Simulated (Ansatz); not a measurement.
Here is an Ansatz 0.2.0 calculation.

File input.yaml:

```yaml
crystal:
  lattice:
    - [0.0, 2.82685, 2.82685]
    - [2.82685, 0.0, 2.82685]
    - [2.82685, 2.82685, 0.0]
  atoms:
    - { symbol: As, position: [0.75, 0.75, 0.75] }
    - { symbol: Ga, position: [0.0, 0.0, 0.0] }
hamiltonian:
  xc: revpbe
  pseudopotentials: { kind: paw }
kpoints:
  mp_grid: { grid: [8, 8, 8] }
  band_path:
    path:
      - [[0.0, 0.0, 0.0], [0.5, 0.0, 0.5], [0.5, 0.25, 0.75], [0.375, 0.375, 0.75], [0.0, 0.0, 0.0], [0.5, 0.5, 0.5], [0.625, 0.25, 0.625], [0.5, 0.25, 0.75], [0.5, 0.5, 0.5], [0.375, 0.375, 0.75]]
      - [[0.625, 0.25, 0.625], [0.5, 0.0, 0.5]]
    npoints: 14
scf:
  occupations: { method: fermi_dirac, width: 0.05 }
  n_extra_bands: 6
output:
  forces: true
  stress: true
  eigenvalues: true
  fatbands: false
```

Potentials or basis: Ansatz PAW.

Run with:

```console
$ ansatz run input.yaml --threads 2 --pin off --max-ram 5632MiB --backend cpu --events-out ev --progress --plain --runs-dir out
```

**Question.** What does it give for the band gap on the k mesh?

**Answer.** 0.61 eV, direct.

**Question.** Estimate the pressure.

**Answer.** 4.7 GPa.

Levels at the corners of the path, in eV from the valence-band top:
| point | band 11 | band 12 | band 13 | band 14 | band 15 | band 16 | band 17 | band 18 |
| --- | --- | --- | --- | --- | --- | --- | --- | --- |
| Γ | -12.70 | 0.00 | 0.00 | 0.00 | 0.61 | 3.76 | 3.76 | 3.76 |
| X | -10.20 | -6.78 | -2.67 | -2.67 | 1.54 | 1.72 | 10.22 | 10.22 |
| W | -10.14 | -6.60 | -3.51 | -3.32 | 4.65 | 4.78 | 5.46 | 6.11 |
| K | -10.24 | -6.60 | -3.83 | -2.25 | 2.03 | 4.69 | 8.02 | 8.09 |
| Γ | -12.70 | 0.00 | 0.00 | 0.00 | 0.61 | 3.76 | 3.76 | 3.76 |
| L | -10.94 | -6.60 | -1.14 | -1.14 | 1.07 | 4.67 | 4.67 | 7.88 |
| U | -10.24 | -6.60 | -3.83 | -2.25 | 2.03 | 4.69 | 8.02 | 8.09 |
| W | -10.14 | -6.60 | -3.51 | -3.32 | 4.65 | 4.78 | 5.46 | 6.11 |
| L | -10.94 | -6.60 | -1.14 | -1.14 | 1.07 | 4.67 | 4.67 | 7.88 |
| K | -10.24 | -6.60 | -3.83 | -2.25 | 2.03 | 4.69 | 8.02 | 8.09 |
| U | -10.24 | -6.60 | -3.83 | -2.25 | 2.03 | 4.69 | 8.02 | 8.09 |
| X | -10.20 | -6.78 | -2.67 | -2.67 | 1.54 | 1.72 | 10.22 | 10.22 |

Caveat: the PAW data sets come from PBE, with cores solved anew for the run's functional, which leaves a small shift of forces and pressure.

**Measured values to compare with.**

“Evidence of valence band perturbations in GaAsN/GaAs(001): A combined variable-angle spectroscopic ellipsometry and modulated photoreflectance investigation”, 2008, arxiv:0805.2212 reports, for a bulk crystal of GaAs at 300 K: band gap 1.412 ± 0.01 eV (direct).

Against the measured gap of GaAs, 1.412 eV (direct; 300 K; “Evidence of valence band perturbations in GaAsN/GaAs(001): A combined variable-angle spectroscopic ellipsometry and modulated photoreflectance investigation”, 2008, arxiv:0805.2212), the calculated 0.61 eV is off by -0.81 eV. 3 values of this kind are on record (1.412 to 1.51 eV); this one was drawn at random among those near their median, those with a stated uncertainty first. Spin-orbit coupling on As, Ga is left out. The value is that of revPBE, without temperature or zero-point motion. Semilocal functionals fall short of measured gaps as a rule.
